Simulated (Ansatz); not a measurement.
Space group R-3m:H (No. 166). a = 7.430 Å, b = 7.430 Å, c = 9.838 Å, α = 90.00°, β = 90.00°, γ = 120.00°
| atom | site | symmetry | x | y | z |
| --- | --- | --- | --- | --- | --- |
| In | 6c | 3m | 0.3333 | 0.6667 | 0.9399 |
| P | 18h | .m | 0.5178 | 0.4822 | 0.2769 |

Equation of state of this InP$_{3}$ structure (not necessarily the ground state), with shape and atoms relaxed at each volume where symmetry leaves them free. It has no gap at any of these volumes. The calculation used DFT PBEsol, scalar-relativistic, plane waves, PAW (Ansatz 0.2.0).

Cutoff 420 eV; k points 6×6×6 on the computed 8-atom cell (Γ-centred); Gaussian smearing, width 0.10 eV; no spin polarisation.

| V (Å³/atom) | E − E(largest V) (meV/atom) | P (GPa) |
| --- | --- | --- |
| 17.246 | 35.82 | 9.95 |
| 17.834 | 5.29 | 6.75 |
| 18.422 | -14.57 | 4.11 |
| 19.010 | -25.44 | 1.87 |
| 19.598 | -28.81 | 0.01 |
| 20.186 | -25.81 | -1.57 |
| 20.774 | -17.55 | -2.86 |
| 21.558 | 0.00 | -4.22 |

Q: Fit a third-order Birch–Murnaghan equation to E(V).

A: V0 = 19.60 Å³/atom, B0 = 57 GPa, B0' = 4.9.